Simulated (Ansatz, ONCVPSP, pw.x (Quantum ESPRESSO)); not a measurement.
**pw.x on fcc Sc: one setting changed**

Potential: optimised norm-conserving Vanderbilt (ONCV), ONCVPSP 4.0.1, PBE; core [Ne], reference 3s2 3p6 3d1; waves: 3s: rc 1.25 bohr, ncon 5, nbas 8, qcut 8.4 1/bohr, 2 projectors, debl 2.5 Ha; 3p: rc 1.55 bohr, ncon 4, nbas 8, qcut 9.7 1/bohr, 2 projectors, debl 0.4 Ha; 3d: rc 1.70 bohr, ncon 5, nbas 10, qcut 8.2 1/bohr, 2 projectors, debl 3.7 Ha; f scattering state at 0.12 Ha: rc 1.40 bohr, ncon 5, nbas 10, qcut 7.4 1/bohr, 2 projectors, debl 1.1 Ha; local part: polynomial inside 0.90 bohr (lpopt 5, dvloc0 0 Ha); core correction: polynomial model core, fcfact 0.2. In the s channel the program set the typed energies aside and used -2.587, 0.250 Ha. In the p channel the program set the typed energies aside and used -1.799, 0.250 Ha.

The reference run (k-mesh 12³, cutoffs 135/540 Ry, Fermi–Dirac 0.01 Ry, mixing_beta 0.4, conv_thr 1e-9, no spin) gives 0.05 GPa at 24.855 Å³/atom, where all-electron LAPW gives 0.01 GPa. This run, with its own iteration cap, changes k-mesh points per axis to 2.

```
&control
  calculation='scf', prefix='x', pseudo_dir='./', outdir='./tmp', tstress=.true., disk_io='none'
/
&system
  ibrav=0, nat=1, ntyp=1, ecutwfc=135, ecutrho=540, nbnd=13,
  occupations='smearing', smearing='fd', degauss=0.01
/
&electrons
  conv_thr=1e-09, mixing_beta=0.4, electron_maxstep=50
/
ATOMIC_SPECIES
Sc 1.0 Sc.UPF
CELL_PARAMETERS angstrom
  0.00000000 2.31629884 2.31629884
  2.31629884 0.00000000 2.31629884
  2.31629884 2.31629884 0.00000000
ATOMIC_POSITIONS crystal
Sc 0.0000 0.0000 0.0000
K_POINTS automatic
2 2 2 0 0 0
```

```bash
pw.x < Sc.scf.in > Sc.scf.out
```

Question: How does the run end?

Answer: It converges in 16 iterations; the free energy moves by -559.4 meV/atom and the pressure by -13.88 GPa.

```
Message from routine setup:
     using ibrav=0 with symmetry is DISCOURAGED, use correct ibrav instead
     lattice parameter (alat)  =       6.1903  a.u.
     unit-cell volume          =     167.7299 (a.u.)^3
     number of electrons       =        11.00
     number of Kohn-Sham states=           13
     kinetic-energy cutoff     =     135.0000  Ry
     charge density cutoff     =     540.0000  Ry
     scf convergence threshold =      1.0E-09
     Exchange-correlation= PBE
     number of k points=     3  Fermi-Dirac smearing, width (Ry)=  0.0100
     iteration #  1     ecut=   135.00 Ry     beta= 0.40
     total energy              =     -99.98061828 Ry
     estimated scf accuracy    <       4.85424728 Ry
     iteration #  2     ecut=   135.00 Ry     beta= 0.40
     total energy              =    -100.12182255 Ry
     estimated scf accuracy    <       0.52229598 Ry
     iteration #  3     ecut=   135.00 Ry     beta= 0.40
     total energy              =    -100.28055914 Ry
     estimated scf accuracy    <       0.05127183 Ry
     iteration #  4     ecut=   135.00 Ry     beta= 0.40
     total energy              =    -100.29072725 Ry
     estimated scf accuracy    <       0.00347927 Ry
     iteration #  5     ecut=   135.00 Ry     beta= 0.40
     total energy              =    -100.29069524 Ry
     estimated scf accuracy    <       0.00137791 Ry
     iteration #  6     ecut=   135.00 Ry     beta= 0.40
     total energy              =    -100.29078447 Ry
     estimated scf accuracy    <       0.00001451 Ry
     [... 4 iterations left out ...]
     iteration # 11     ecut=   135.00 Ry     beta= 0.40
     total energy              =    -100.29078290 Ry
     estimated scf accuracy    <       0.00000122 Ry
     iteration # 12     ecut=   135.00 Ry     beta= 0.40
     total energy              =    -100.29078241 Ry
     estimated scf accuracy    <       0.00000132 Ry
     iteration # 13     ecut=   135.00 Ry     beta= 0.40
     total energy              =    -100.29078243 Ry
     estimated scf accuracy    <       0.00000027 Ry
     iteration # 14     ecut=   135.00 Ry     beta= 0.40
     total energy              =    -100.29078240 Ry
     estimated scf accuracy    <       0.00000011 Ry
     iteration # 15     ecut=   135.00 Ry     beta= 0.40
     total energy              =    -100.29078239 Ry
     estimated scf accuracy    <       0.00000003 Ry
     iteration # 16     ecut=   135.00 Ry     beta= 0.40
     the Fermi energy is     9.3110 ev
!    total energy              =    -100.29078240 Ry
     estimated scf accuracy    <          3.7E-10 Ry
     smearing contrib. (-TS)   =      -0.00649229 Ry
     The total energy is F=E-TS. E is the sum of the following terms:
     one-electron contribution =     -38.41120875 Ry
     hartree contribution      =      21.37686335 Ry
     xc contribution           =     -19.87929010 Ry
     ewald contribution        =     -63.37065460 Ry
     convergence has been achieved in  16 iterations
          total   stress  (Ry/bohr**3)                   (kbar)     P=     -138.30
     Message from routine punch:
     Nothing written, as per user request (disk_io='none')
```

The run took about 6.9 s on one core of a shared server CPU.
